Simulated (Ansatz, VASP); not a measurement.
**Si3N4: VASP beside Ansatz**

```
Si N
1.0
     7.86070    0.00000    0.00000
    -3.93035    6.80757    0.00000
     0.00000    0.00000    2.91390
Si N
6 8
Direct
  0.77101 0.17798 0.25000
  0.59303 0.77101 0.75000
  0.82202 0.59303 0.25000
  0.22899 0.82202 0.75000
  0.40697 0.22899 0.25000
  0.17798 0.40697 0.75000
  0.03173 0.33060 0.25000
  0.70113 0.03173 0.75000
  0.66940 0.70113 0.25000
  0.96827 0.66940 0.75000
  0.29887 0.96827 0.25000
  0.33060 0.29887 0.75000
  0.66667 0.33333 0.25000
  0.33333 0.66667 0.75000
```

Alike in both runs: functional PBE; k mesh 3 × 3 × 7; no spin polarisation.

Ansatz relaxed the structure, and its values are those at the end. VASP's run is a single point on that final structure, the one shown.

|  | VASP | Ansatz |
| --- | --- | --- |
| version | VASP 6.6.1 | Ansatz 0.2.0 |
| potentials or method | VASP PAW PBE potentials, release 64 (Si, N) | scalar-relativistic, plane waves, PAW |
| plane-wave cutoff (eV) | 520 | 420 |
| occupations | gaussian, width 0.01 eV | fixed |
| valence electrons in the cell | 64 | 64 |

VASP gave:

| Quantity | Value |
| --- | --- |
| gap on the k mesh at the Fermi level (eV) | 4.17 |
| least direct gap on the mesh (eV) | 4.18 |
| pressure (GPa) | -9.9 |

Q: Estimate Ansatz's values.

A: gap on the k mesh at the Fermi level (eV): 4.16; least direct gap on the mesh (eV): 4.16; pressure (GPa): -9.7.

Ansatz warned: «stress_scf_threshold_loose».

Caveats: an odd mesh through Γ misses points on the zone boundary, where band edges often lie. A hybrid or GW would open this gap; PBE tends to underestimate it.
